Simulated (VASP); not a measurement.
# C (C2/m) in VASP: further runs, part 2 of 2

VASP 6.6.1.

## 4. Single point, PBEsol

The input, INCAR:

```
  PREC = Accurate
  ENCUT = 400
  EDIFF = 1E-6
  ISMEAR = 0
  SIGMA = 0.05
  LREAL = F
  LASPH = T
  NELM = 100
  ALGO = Normal
  ISIF = 2
  LWAVE = F
  LCHARG = F
  GGA = PS
  ADDGRID = F
```

The input, KPOINTS:

```
regular mesh
0
Gamma
  9 9 6
```

The input, POSCAR:

```
C
1.0
    2.1273203072     -1.2282824400      0.0000000000
    2.1273203072      1.2282824400      0.0000000000
   -1.3790696309      0.0000000000      3.5028300786
C
2
Direct
    0.1666444700      0.1666444700      0.9999069600
    0.8333555300      0.8333555300      0.0000930400
```

Potentials or basis: VASP PAW PBE potentials, release 64 (C).

Launch:

```sh
$ cat potpaw_PBE.64/C/POTCAR > POTCAR
$ mpirun -np 1 vasp_std > vasp.out
```

OUTCAR:

```text
PREC = Accurate
   ENCUT = 400
   EDIFF = 1E-6
   ISMEAR = 0
   LREAL = F
   LASPH = T
   NELM = 100
   ISIF = 2
   GGA = PS

 Found    140 irreducible k-points:

 Following reciprocal coordinates:
            Coordinates               Weight
  0.000000  0.000000  0.000000      1.000000
  0.111111 -0.000000 -0.000000      4.000000
  0.222222  0.000000 -0.000000      4.000000
  0.333333  0.000000 -0.000000      4.000000
  0.444444  0.000000 -0.000000      4.000000
[... 141 lines left out ...]
 [... further k-points ...]

------------------------ aborting loop because EDIFF is reached ----------------------------------------

  FORCE on cell =-STRESS in cart. coord.  units (eV):
  Direction    XX          YY          ZZ          XY          YZ          ZX
  --------------------------------------------------------------------------------------
  -------------------------------------------------------------------------------------
  Total        0.0353297      0.0274058     -0.2862237      0.0000000      0.0000000     -0.0046064
  in kB        3.0922224      2.3986815    -25.0516272      0.0000000      0.0000000     -0.4031744
  external PRESSURE =      -6.5202411 kB  Pullay stress =       0.0000000 kB

 VOLUME and BASIS-vectors are now :
 -----------------------------------------------------------------------------
  energy-cutoff  :      400.00
  volume of cell :       18.31
      direct lattice vectors                 reciprocal lattice vectors
     2.127320307 -1.228282440  0.000000000     0.235037478 -0.407072497  0.092534619
     2.127320307  1.228282440  0.000000000     0.235037478  0.407072497  0.092534619
    -1.379069631  0.000000000  3.502830079     0.000000000  0.000000000  0.285483446

 POSITION                                       TOTAL-FORCE (eV/Angst)
 -----------------------------------------------------------------------------------
     -0.66993      0.00000      3.50250        -0.002893      0.000000     -0.019521
      3.54550      0.00000      0.00033         0.002893      0.000000      0.019521
 -----------------------------------------------------------------------------------
    total drift:                               -0.000000      0.000000      0.000000

  FREE ENERGIE OF THE ION-ELECTRON SYSTEM (eV)
  ---------------------------------------------------
  free  energy   TOTEN  =       -19.2969674062 eV

  energy  without entropy=      -19.2969674062  energy(sigma->0) =      -19.29696741
```

OSZICAR:

```text
N       E                     dE             d eps       ncg     rms          rms(c)
DAV:   1    -0.558234562076E+01   -0.55823E+01   -0.37129E+03  2328   0.715E+02
DAV:   2    -0.203576444891E+02   -0.14775E+02   -0.14091E+02  3416   0.979E+01
DAV:   3    -0.205010782334E+02   -0.14343E+00   -0.14343E+00  2640   0.111E+01
DAV:   4    -0.205016219316E+02   -0.54370E-03   -0.54370E-03  3856   0.637E-01
DAV:   5    -0.205016220079E+02   -0.76274E-07   -0.76417E-07  2552   0.711E-03    0.648E+00
DAV:   6    -0.195899318022E+02    0.91169E+00   -0.96821E-01  2616   0.688E+00    0.378E+00
DAV:   7    -0.192954629049E+02    0.29447E+00   -0.10321E+00  2968   0.707E+00    0.983E-01
DAV:   8    -0.192969394344E+02   -0.14765E-02   -0.10321E-02  2688   0.876E-01    0.744E-02
DAV:   9    -0.192968808394E+02    0.58595E-04   -0.35228E-04  3304   0.148E-01    0.470E-02
DAV:  10    -0.192969671704E+02   -0.86331E-04   -0.11902E-04  2464   0.881E-02    0.184E-02
DAV:  11    -0.192969674062E+02   -0.23578E-06   -0.29809E-06  3240   0.125E-02
   1 F= -.19296967E+02 E0= -.19296967E+02  d E =-.154078E-12
```

stdout:

```text
POSCAR found type information on POSCAR C
 POSCAR found :  1 types and       2 ions
 scaLAPACK will be used
 -----------------------------------------------------------------------------
|                                                                             |
|                                                                             |
|     You enforced a specific xc type in the INCAR file but a different       |
|     I HOPE YOU KNOW WHAT YOU ARE DOING!                                     |
|                                                                             |
 -----------------------------------------------------------------------------

 LDA part: xc-table for (Slater+PW92), standard interpolation
 POSCAR, INCAR and KPOINTS ok, starting setup
 FFT: planning ... GRIDC
 FFT: planning ... GRID_SOFT
 FFT: planning ... GRID
 WAVECAR not read
 entering main loop
```

Wall time 9.9 s (1 thread of Intel Xeon Platinum 8488C (Sapphire Rapids), shared host); peak memory 0.11 GiB.

The run converged, but some of its settings lie outside the range that counts as converged, so its numbers aren't taken as properties of the crystal.

Results:

* Free energy: -19.2970 eV
* Largest force: 0.020 eV/Å
* Band gap on the k mesh: 0.47 eV, indirect (least direct gap 0.50 eV)

Caveat: the cutoff is under 1.25 times the usual one of these potentials, so pressure, stress and relaxed cells hold a basis-set (Pulay) error; the PAW data sets were made with another functional, which shifts forces and pressure a little; an odd mesh through Γ misses points on the zone boundary, where band edges often lie; this functional lacks dispersion, which binds the layers, so the pressure and a relaxed spacing across them are unreliable.

## 5. Single point, PBEsol

Edit INCAR of step 4 so:

```diff
@@ -1,3 +1,3 @@
   PREC = Accurate
-  ENCUT = 400
+  ENCUT = 900
   EDIFF = 1E-6
```

The input, KPOINTS:

```
regular mesh
0
Gamma
  6 6 4
```

POSCAR is that of step 4.

Potentials or basis: VASP PAW PBE potentials, release 64 (C).

Launch:

```sh
$ cat potpaw_PBE.64/C/POTCAR > POTCAR
$ mpirun -np 1 vasp_std > vasp.out
```

OUTCAR:

```text
PREC = Accurate
   ENCUT = 900
   EDIFF = 1E-6
   ISMEAR = 0
   LREAL = F
   LASPH = T
   NELM = 100
   ISIF = 2
   GGA = PS

 Found     47 irreducible k-points:

 Following reciprocal coordinates:
            Coordinates               Weight
  0.000000  0.000000  0.000000      1.000000
  0.166667  0.000000 -0.000000      4.000000
  0.333333  0.000000  0.000000      4.000000
  0.500000  0.000000  0.000000      2.000000
  0.166667  0.166667 -0.000000      2.000000
  0.333333  0.166667  0.000000      4.000000
   k-points           NKPTS =     47   k-points in BZ     NKDIM =     47   number of bands    NBANDS=      8
   number of dos      NEDOS =    301   number of ions     NIONS =      2
   total plane-waves  NPLWV =  23040
   dimension x,y,z NGX =    24 NGY =   24 NGZ =   40
   dimension x,y,z NGXF=    48 NGYF=   48 NGZF=   80
   ions per type =               2
   NGX,Y,Z   is equivalent  to a cutoff of  16.24, 16.24, 17.66 a.u.
   NGXF,Y,Z  is equivalent  to a cutoff of  32.49, 32.49, 35.33 a.u.
 SYSTEM =  unknown system
   PREC   = accura    normal or accurate (medium, high low for compatibility)
   ISTART =      0    job   : 0-new  1-cont  2-samecut
   ICHARG =      2    charge: 1-file 2-atom 10-const
   ISPIN  =      1    spin polarized calculation?
   LNONCOLLINEAR =      F non collinear calculations
   LSORBIT =      F    spin-orbit coupling
   LASPH  =      T    aspherical Exc in radial PAW
   ENCUT  =  900.0 eV  66.15 Ry    8.13 a.u.   6.01  6.01  9.21*2*pi/ulx,y,z
   NELM   =    100;   NELMIN=  2; NELMDL= -5     # of ELM steps
   EDIFF  = 0.1E-05   stopping-criterion for ELM
   LREAL  =      F    real-space projection
   EDIFFG = 0.1E-04   stopping-criterion for IOM
   NSW    =      0    number of steps for IOM
   IBRION =     -1    ionic relax: 0-MD 1-quasi-New 2-CG
   NFREE  =      0    steps in history (QN), initial steepest desc. (CG)
   ISIF   =      2    stress and relaxation
   ISYM   =      2    0-nonsym 1-usesym 2-fastsym
   POTIM  = 0.5000    time-step for ionic-motion
   TEBEG  =    0.0;   TEEND  =   0.0 temperature during run
   PSTRESS=    0.0 pullay stress
   NELECT =       8.0000    total number of electrons
   NUPDOWN=      -1.0000    fix difference up-down
   EMIN   =  10.00;   EMAX   =-10.00  energy-range for DOS
   EFERMI =   0.00;   METHOD = LEGACY
   ISMEAR =     0;   SIGMA  =   0.05  broadening in eV -4-tet -1-fermi 0-gaus
   EFERMI_NEDOS =   21; number of points for ismear=-14 and -15
   IALGO  =     38    algorithm
   IMIX   =      4    mixing-type and parameters
     AMIX     =   0.40;   BMIX     =  1.00
     AMIX_MAG =   1.60;   BMIX_MAG =  1.00
  volume/ion in A,a.u.               =       9.15        61.77
  Fermi-wavevector in a.u.,A,eV,Ry     =   1.242352  2.347705 20.999765  1.543439
  Thomas-Fermi vector in A             =   2.376710
   LORBIT       =      0    0 simple, 1 ext, 2 COOP (PROOUT), +10 PAW based schemes
   GGA     = PS    functional components
   LHFCALC =     F    Hartree Fock is set to
   AEXX    =    0.0000 exact exchange contribution
   IVDW    =     0    specifies the selected vdW correction
   LEPSILON=     F    determine dielectric tensor
   LRPA    =     F    only Hartree local field effects (RPA)
 non-spin polarized calculation
 Gauss-broadening in eV      SIGMA  =   0.05
  energy-cutoff  :      900.00
  volume of cell :       18.31
 maximum number of plane-waves:      1140
   NGX = 13   NGY = 13   NGZ = 19

 number of electron       8.0000000 magnetization

 Free energy of the ion-electron system (eV)
  ---------------------------------------------------
  ext. energy  EPLUGINS =         0.00000000
  ---------------------------------------------------
  free energy    TOTEN  =       -19.27489683 eV

  energy without entropy =      -19.27489683  energy(sigma->0) =      -19.27489683

 E-fermi :   4.2595     XC(G=0): -10.2690

 val. band max:        4.0516933485   @ k =  -0.3333   0.3333   0.0000
 cond. band min:       4.5272133151   @ k =  -0.3333   0.3333   0.5000
 fundamental gap:      0.4755199667
 Fermi energy:         4.2594593920

 k-point     1 :       0.0000    0.0000    0.0000
  band No.  band energies     occupation
      1     -15.3806      2.00000
      2      -2.5826      2.00000
      3       1.3036      2.00000
      4       1.3068      2.00000
      5       7.9832      0.00000
      6      12.6787      0.00000
      7      12.6811      0.00000
      8      15.8133      0.00000

 k-point     2 :       0.1667    0.0000   -0.0000
  band No.  band energies     occupation
      1     -14.7113      2.00000
      2      -1.8747      2.00000
      3      -0.9965      2.00000
      4       0.1587      2.00000
      5       8.9275      0.00000
      6      12.7419      0.00000
      7      13.6948      0.00000
      8      15.2510      0.00000

 k-point     3 :       0.3333    0.0000    0.0000
  band No.  band energies     occupation
      1     -12.7392      2.00000
      2      -5.3427      2.00000
      3      -1.4726      2.00000
      4       0.1510      2.00000
      5       9.3010      0.00000
      6      11.6644      0.00000
      7      12.2985      0.00000
      8      19.8351      0.00000

 k-point     4 :       0.5000    0.0000    0.0000
  band No.  band energies     occupation
      1      -9.9870      2.00000
      2      -9.0431      2.00000
      3      -2.1139      2.00000
      4       2.2048      2.00000
      5       6.2409      0.00000
      6      11.9054      0.00000
      7      15.7605      0.00000
      8      16.2174      0.00000

 k-point     5 :       0.1667    0.1667   -0.0000
  band No.  band energies     occupation
      1     -14.6947      2.00000
      2      -2.0263      2.00000
      3      -0.9783      2.00000
      4       0.1444      2.00000
      5       9.2820      0.00000
      6      12.6939      0.00000
      7      13.6327      0.00000
      8      15.2505      0.00000

 k-point     6 :       0.3333    0.1667    0.0000
  band No.  band energies     occupation
      1     -13.3619      2.00000
      2      -3.4271      2.00000
      3      -2.1358      2.00000
      4      -0.7455      2.00000
      5      10.6505      0.00000
      6      11.4065      0.00000
      7      14.4009      0.00000
      8      16.0624      0.00000

 [... further k-points ...]

------------------------ aborting loop because EDIFF is reached ----------------------------------------

  FORCE on cell =-STRESS in cart. coord.  units (eV):
  Direction    XX          YY          ZZ          XY          YZ          ZX
  --------------------------------------------------------------------------------------
  -------------------------------------------------------------------------------------
  Total        0.2796934      0.2568845     -0.0840936      0.0000000      0.0000000     -0.0086123
  in kB       24.4800690     22.4837253     -7.3602633      0.0000000      0.0000000     -0.7537888
  external PRESSURE =      13.2011770 kB  Pullay stress =       0.0000000 kB

 VOLUME and BASIS-vectors are now :
 -----------------------------------------------------------------------------
  energy-cutoff  :      900.00
  volume of cell :       18.31
      direct lattice vectors                 reciprocal lattice vectors
     2.127320307 -1.228282440  0.000000000     0.235037478 -0.407072497  0.092534619
     2.127320307  1.228282440  0.000000000     0.235037478  0.407072497  0.092534619
    -1.379069631  0.000000000  3.502830079     0.000000000  0.000000000  0.285483446

 POSITION                                       TOTAL-FORCE (eV/Angst)
 -----------------------------------------------------------------------------------
     -0.66993      0.00000      3.50250         0.004108      0.000000     -0.051650
      3.54550      0.00000      0.00033        -0.004108      0.000000      0.051650
 -----------------------------------------------------------------------------------
    total drift:                               -0.000000     -0.000000      0.000000

  FREE ENERGIE OF THE ION-ELECTRON SYSTEM (eV)
  ---------------------------------------------------
  free  energy   TOTEN  =       -19.2748968341 eV

  energy  without entropy=      -19.2748968341  energy(sigma->0) =      -19.27489683
```

Run time: 11 s. Hardware: 1 thread of Intel Xeon Platinum 8488C (Sapphire Rapids), shared host; peak memory 0.15 GiB.

The run converged, but some of its settings lie outside the range that counts as converged, so its numbers aren't taken as properties of the crystal.

What came out:

```
Free energy            : -19.2749 eV
Pressure               : 1.3 GPa
Largest force          : 0.052 eV/Å
Band gap on the k mesh : 0.48 eV, indirect (least direct gap 0.50 eV)
```

Caveat: the k mesh is coarse (spacing up to 0.50 Å⁻¹), so the values aren't converged; the PAW data sets were made with another functional, which shifts forces and pressure a little; this functional lacks dispersion, which binds the layers, so the pressure and a relaxed spacing across them are unreliable.
